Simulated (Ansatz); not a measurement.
A relaxation computed with Ansatz, from input to last step.

```yaml
crystal:
  lattice:
    - [17.6413806808, 0.0, 0.0]
    - [0.0, 2.9402301135, 0.0]
    - [0.0, 0.0, 20.3162266059]
  atoms:
    - { symbol: Au, position: [0.0, 0.0, 0.0738326082] }
    - { symbol: Au, position: [0.0833333333, 0.5, 0.1761673918] }
    - { symbol: Au, position: [0.1666666667, 1.0, 0.0738326082] }
    - { symbol: Au, position: [0.25, 0.5, 0.1761673918] }
    - { symbol: Au, position: [0.3333333333, 1.0, 0.0738326082] }
    - { symbol: Au, position: [0.4166666667, 0.5, 0.1761673918] }
    - { symbol: Au, position: [0.5, 1.0, 0.0738326082] }
    - { symbol: Au, position: [0.5833333333, 0.5, 0.1761673918] }
    - { symbol: Au, position: [0.6666666667, 1.0, 0.0738326082] }
    - { symbol: Au, position: [0.75, 0.5, 0.1761673918] }
    - { symbol: Au, position: [0.8333333333, 1.0, 0.0738326082] }
    - { symbol: Au, position: [0.9166666667, 0.5, 0.1761673918] }
    - { symbol: Au, position: [0.0, 0.0, 0.2785021753] }
    - { symbol: Au, position: [0.0833333333, 0.5, 0.3808369588] }
    - { symbol: Au, position: [0.1666666667, 1.0, 0.2785021753] }
    - { symbol: Au, position: [0.25, 0.5, 0.3808369588] }
    - { symbol: Au, position: [0.3333333333, 1.0, 0.2785021753] }
    - { symbol: Au, position: [0.4166666667, 0.5, 0.3808369588] }
    - { symbol: Au, position: [0.5, 1.0, 0.2785021753] }
    - { symbol: Au, position: [0.5833333333, 0.5, 0.3808369588] }
    - { symbol: Au, position: [0.6666666667, 1.0, 0.2785021753] }
    - { symbol: Au, position: [0.75, 0.5, 0.3808369588] }
    - { symbol: Au, position: [0.8333333333, 1.0, 0.2785021753] }
    - { symbol: Au, position: [0.9166666667, 0.5, 0.3808369588] }
    - { symbol: Au, position: [0.0, 0.0, 0.4831717423] }
    - { symbol: Au, position: [0.1666666667, 1.0, 0.4831717423] }
basis:
  ecutwfc: 420
kpoints:
  mp_grid: { grid: [2, 12, 1] }
hamiltonian:
  xc: pbe
scf:
  occupations: { method: gaussian, width: 0.1 }
output:
  forces: true
  eigenvalues: true
  populations: true
  write_density: true
  write_potential: true
  elf: true
  volumetric_format: npy
relax:
  adjacent_minimum: "off"
  f_tol: 0.02
  max_steps: 45
  constraints: [{ sites: [0, 1, 2, 3, 4, 5, 6, 7, 8, 9, 10, 11] }]
efield:
  axis: 3
  dipole_correction: true
  ramp_width: 0.04
```

```bash
ansatz run input.yaml --threads 4 --pin off --max-ram 11264MiB --backend cpu --events-out ev --progress --plain --runs-dir out
```

Computed with DFT PBE, scalar-relativistic, plane waves, PAW (Ansatz).

Of 4 frames 4 are shown, positions in Å and forces in eV/Å; the SCF threshold varies from step to step.

```xyz
26
Lattice="17.6414 0.0000 0.0000 0.0000 2.9402 0.0000 0.0000 0.0000 20.3162" Properties=species:S:1:pos:R:3:forces:R:3 pbc="T T T" step=1 free_energy_over_end_meV_per_atom=7.48
Au    0.0000    0.0000    1.5000    0.0150    0.0000    0.1270
Au    1.4701    1.4701    3.5791    0.0000    0.0000   -0.0980
Au    2.9402    2.9402    1.5000   -0.0150    0.0000    0.1270
Au    4.4103    1.4701    3.5791   -0.0060    0.0000   -0.0750
Au    5.8805    2.9402    1.5000    0.0320    0.0000    0.1080
Au    7.3506    1.4701    3.5791   -0.0120    0.0000   -0.0790
Au    8.8207    2.9402    1.5000   -0.0240    0.0000    0.1070
Au   10.2908    1.4701    3.5791    0.0000    0.0000   -0.0770
Au   11.7609    2.9402    1.5000    0.0240    0.0000    0.1070
Au   13.2310    1.4701    3.5791    0.0120    0.0000   -0.0790
Au   14.7012    2.9402    1.5000   -0.0320    0.0000    0.1080
Au   16.1713    1.4701    3.5791    0.0060    0.0000   -0.0750
Au    0.0000    0.0000    5.6581    0.1030    0.0000   -0.0990
Au    1.4701    1.4701    7.7372    0.0000    0.0000    0.1640
Au    2.9402    2.9402    5.6581   -0.1030    0.0000   -0.0990
Au    4.4103    1.4701    7.7372    0.2570    0.0000    0.3220
Au    5.8805    2.9402    5.6581   -0.0860    0.0000    0.1580
Au    7.3506    1.4701    7.7372    0.0330    0.0000   -0.1400
Au    8.8207    2.9402    5.6581    0.0200    0.0000    0.0680
Au   10.2908    1.4701    7.7372    0.0000    0.0000   -0.1190
Au   11.7609    2.9402    5.6581   -0.0200    0.0000    0.0680
Au   13.2310    1.4701    7.7372   -0.0330    0.0000   -0.1400
Au   14.7012    2.9402    5.6581    0.0860    0.0000    0.1580
Au   16.1713    1.4701    7.7372   -0.2570    0.0000    0.3220
Au    0.0000    0.0000    9.8162    0.0900    0.0000   -0.4320
Au    2.9402    2.9402    9.8162   -0.0900    0.0000   -0.4320
26
Lattice="17.6414 0.0000 0.0000 0.0000 2.9402 0.0000 0.0000 0.0000 20.3162" Properties=species:S:1:pos:R:3:forces:R:3 pbc="T T T" step=2 free_energy_over_end_meV_per_atom=1.43
Au    0.0000    0.0000    1.5000    0.0170    0.0000    0.1190
Au    1.4701    1.4701    3.5791    0.0000    0.0000   -0.1730
Au    2.9402    2.9402    1.5000   -0.0170    0.0000    0.1190
Au    4.4103    1.4701    3.5791    0.0380    0.0000   -0.0350
Au    5.8805    2.9402    1.5000    0.0390    0.0000    0.1140
Au    7.3506    1.4701    3.5791   -0.0810    0.0000   -0.0340
Au    8.8207    2.9402    1.5000   -0.0260    0.0000    0.0920
Au   10.2908    1.4701    3.5791    0.0000    0.0000   -0.1710
Au   11.7609    2.9402    1.5000    0.0260    0.0000    0.0920
Au   13.2310    1.4701    3.5791    0.0810    0.0000   -0.0340
Au   14.7012    2.9402    1.5000   -0.0390    0.0000    0.1140
Au   16.1713    1.4701    3.5791   -0.0380    0.0000   -0.0350
Au   -0.0002    0.0000    5.6448   -0.0660    0.0000   -0.0260
Au    1.4701    1.4701    7.6612    0.0000    0.0000   -0.2430
Au    2.9404    2.9402    5.6448    0.0660    0.0000   -0.0260
Au    4.5225    1.4701    7.7993    0.1540    0.0000    0.0620
Au    5.8628    2.9402    5.6927   -0.0750    0.0000   -0.0940
Au    7.3971    1.4701    7.6848    0.0480    0.0000    0.0650
Au    8.8284    2.9402    5.6399   -0.0710    0.0000   -0.0800
Au   10.2908    1.4701    7.6780    0.0000    0.0000    0.0810
Au   11.7532    2.9402    5.6399    0.0710    0.0000   -0.0800
Au   13.1845    1.4701    7.6848   -0.0480    0.0000    0.0650
Au   14.7189    2.9402    5.6927    0.0750    0.0000   -0.0940
Au   16.0591    1.4701    7.7993   -0.1540    0.0000    0.0620
Au    0.0273    0.0000    9.6259   -0.0920    0.0000    0.0700
Au    2.9130    2.9402    9.6259    0.0920    0.0000    0.0700
26
Lattice="17.6414 0.0000 0.0000 0.0000 2.9402 0.0000 0.0000 0.0000 20.3162" Properties=species:S:1:pos:R:3:forces:R:3 pbc="T T T" step=3 free_energy_over_end_meV_per_atom=0.12
Au    0.0000    0.0000    1.5000    0.0140    0.0000    0.1150
Au    1.4701    1.4701    3.5791    0.0000    0.0000   -0.1510
Au    2.9402    2.9402    1.5000   -0.0140    0.0000    0.1150
Au    4.4103    1.4701    3.5791    0.0460    0.0000   -0.1000
Au    5.8805    2.9402    1.5000    0.0390    0.0000    0.1110
Au    7.3506    1.4701    3.5791   -0.1030    0.0000   -0.0950
Au    8.8207    2.9402    1.5000   -0.0300    0.0000    0.0840
Au   10.2908    1.4701    3.5791    0.0000    0.0000   -0.2140
Au   11.7609    2.9402    1.5000    0.0300    0.0000    0.0840
Au   13.2310    1.4701    3.5791    0.1030    0.0000   -0.0950
Au   14.7012    2.9402    1.5000   -0.0390    0.0000    0.1110
Au   16.1713    1.4701    3.5791   -0.0460    0.0000   -0.1000
Au   -0.0298    0.0000    5.6343    0.0050    0.0000    0.0090
Au    1.4701    1.4701    7.5929    0.0000    0.0000   -0.0270
Au    2.9700    2.9402    5.6343   -0.0050    0.0000    0.0090
Au    4.6129    1.4701    7.8424    0.0140    0.0000    0.0220
Au    5.8605    2.9402    5.6837   -0.0050    0.0000   -0.0050
Au    7.4378    1.4701    7.6885    0.0350    0.0000    0.0430
Au    8.8194    2.9402    5.6193   -0.0010    0.0000    0.0030
Au   10.2908    1.4701    7.6741    0.0000    0.0000    0.0250
Au   11.7622    2.9402    5.6193    0.0010    0.0000    0.0030
Au   13.1438    1.4701    7.6885   -0.0350    0.0000    0.0430
Au   14.7211    2.9402    5.6837    0.0050    0.0000   -0.0050
Au   15.9687    1.4701    7.8424   -0.0140    0.0000    0.0220
Au    0.0173    0.0000    9.5778    0.0110    0.0000   -0.0030
Au    2.9230    2.9402    9.5778   -0.0110    0.0000   -0.0030
26
Lattice="17.6414 0.0000 0.0000 0.0000 2.9402 0.0000 0.0000 0.0000 20.3162" Properties=species:S:1:pos:R:3:forces:R:3 pbc="T T T" step=4 free_energy_over_end_meV_per_atom=0.00
Au    0.0000    0.0000    1.5000    0.0140    0.0000    0.1140
Au    1.4701    1.4701    3.5791    0.0000    0.0000   -0.1370
Au    2.9402    2.9402    1.5000   -0.0140    0.0000    0.1140
Au    4.4103    1.4701    3.5791    0.0620    0.0000   -0.0870
Au    5.8805    2.9402    1.5000    0.0380    0.0000    0.1120
Au    7.3506    1.4701    3.5791   -0.0990    0.0000   -0.0710
Au    8.8207    2.9402    1.5000   -0.0320    0.0000    0.0840
Au   10.2908    1.4701    3.5791    0.0000    0.0000   -0.1830
Au   11.7609    2.9402    1.5000    0.0320    0.0000    0.0840
Au   13.2310    1.4701    3.5791    0.0990    0.0000   -0.0710
Au   14.7012    2.9402    1.5000   -0.0380    0.0000    0.1120
Au   16.1713    1.4701    3.5791   -0.0620    0.0000   -0.0870
Au   -0.0380    0.0000    5.6339    0.0030    0.0000    0.0010
Au    1.4701    1.4701    7.5765    0.0000    0.0000   -0.0090
Au    2.9782    2.9402    5.6339   -0.0030    0.0000    0.0010
Au    4.6325    1.4701    7.8612    0.0080    0.0000    0.0000
Au    5.8670    2.9402    5.6932    0.0040    0.0000    0.0050
Au    7.4541    1.4701    7.7146    0.0060    0.0000    0.0000
Au    8.8194    2.9402    5.6263    0.0010    0.0000    0.0030
Au   10.2908    1.4701    7.6909    0.0000    0.0000    0.0050
Au   11.7622    2.9402    5.6263   -0.0010    0.0000    0.0030
Au   13.1275    1.4701    7.7146   -0.0060    0.0000    0.0000
Au   14.7146    2.9402    5.6932   -0.0040    0.0000    0.0050
Au   15.9491    1.4701    7.8612   -0.0080    0.0000    0.0000
Au    0.0247    0.0000    9.5671   -0.0080    0.0000   -0.0010
Au    2.9156    2.9402    9.5671    0.0080    0.0000   -0.0010
```

The run took 20 min on 4 threads of Intel(R) Xeon(R) Processor @ 2.50GHz (Skylake/Cascade Lake), with other jobs on the host, peak memory 6.7 GiB.

Spin–orbit coupling is left out, which can shift energies with elements as heavy as these.